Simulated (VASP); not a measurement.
Here is a VASP 6.6.1 calculation.

File INCAR:

```
PREC = Accurate ; ENCUT = 520
EDIFF = 1E-6 ; ISMEAR = -1
SIGMA = 0.05 ; LREAL = F
LASPH = T ; NELM = 60
ALGO = Fast ; ISIF = 2
LWAVE = F ; LCHARG = T
LMAXMIX = 4 ; LDAU = T
LDAUTYPE = 2 ; LDAUL = 2 -1
LDAUU = 6 0 ; LDAUJ = 0 0
LDAUPRINT = 1 ; GGA = PS
LELF = T ; LVHAR = T
```

KPOINTS

```
regular mesh
0
Gamma
  5 5 3
```

Contents of POSCAR:

```
TaSi2
1.0
    4.7839000000      0.0000000000      0.0000000000
   -2.3919500000      4.1429789292      0.0000000000
    0.0000000000      0.0000000000      6.5700000000
Ta Si
3 6
Direct
    0.0000000000      0.5000000000      0.3333333333
    0.5000000000      0.5000000000      0.6666666667
    0.5000000000      0.0000000000      0.0000000000
    0.3179400000      0.1589700000      0.3333333333
    0.1589700000      0.8410300000      0.6666666667
    0.8410300000      0.6820600000      0.0000000000
    0.6820600000      0.8410300000      0.3333333333
    0.8410300000      0.1589700000      0.6666666667
    0.1589700000      0.3179400000      0.0000000000
```

Potentials or basis: VASP PAW PBE potentials, release 64 (Ta_pv, Si).

The run is started by

```sh
$ cat potpaw_PBE.64/Ta_pv/POTCAR potpaw_PBE.64/Si/POTCAR > POTCAR
$ mpirun -np 1 vasp_std > vasp.out
```

Q: Predict the largest force.

A: 0.146 eV/Å.

Q: Predict the pressure.

A: 6.8 GPa.

Q: Estimate the band gap on the k mesh.

A: None (metal or under the smearing width).

Forces in eV/Å, atoms in the order of the input:
```
Ta   0.000  0.000  0.000
Ta   0.000  0.000  0.000
Ta   0.000  0.000  0.000
Si  -0.127 -0.073  0.000
Si  -0.127  0.073  0.000
Si   0.000  0.146  0.000
Si   0.127  0.073  0.000
Si   0.127 -0.073  0.000
Si   0.000 -0.146  0.000
```

Caveat: the PAW data sets were made with another functional, which shifts forces and pressure a little; U without spin polarisation on a metal has little footing; the U is typed as a test and isn't derived for this compound. Spin-orbit coupling is left out, which matters for the levels of Ta.
